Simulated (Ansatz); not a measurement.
TaN:

```
Ta N
1.0
     2.93800    0.00000    0.00000
    -1.46900    2.54438    0.00000
     0.00000    0.00000    2.88300
Ta N
1 1
Direct
  0.33333 0.66667 0.50000
  0.00000 0.00000 0.00000
```

| Property | Result |
| --- | --- |
| Program | Ansatz 0.2.0 |
| Task | relaxation of cell and atoms |
| Functional | LDA |
| Potentials or basis | Ansatz PAW |
| Cutoff | 420 eV (not typed: the program's choice for these potentials) |
| k mesh | 7 × 7 × 7 |
| Occupations | fermi-dirac, width 0.05 eV |
| Spin | no spin polarisation |

At the start: volume 10.78 Å³/atom.

Problem. How do energy, volume and symmetry change on relaxing?

Solution. It ends after 8 steps and the volume is 10.43 Å³/atom (-3.2 %); space group P-6m2 (No. 187, to 0.05 Å).

The path:
```csv
step,energy change (eV),largest force (eV/Å),volume (Å³)
1,0.0000,0.0000,21.55
2,-0.0173,0.0000,20.46
3,-0.0268,0.0000,20.89
4,-0.0276,0.0000,20.88
5,-0.0276,0.0000,20.88
6,-0.0254,0.0000,20.88
7,-0.0255,0.0000,20.87
8,-0.0255,0.0000,20.87
```

Final structure:
```
Ta N
1.0
     2.90786    0.00000    0.00000
    -1.45393    2.51828    0.00000
     0.00000    0.00000    2.84966
Ta N
1 1
Direct
  0.33333 0.66667 0.50000
  0.00000 0.00000 0.00000
```

Caveat: the plane-wave basis is chosen anew once the cell has moved, so the energies of steps on either side of that aren't comparable; the pressure holds a Pulay correction of +0.6 GPa for the finite cutoff; the PAW data sets come from PBE, with cores solved anew for the run's functional, which leaves a small shift of forces and pressure.
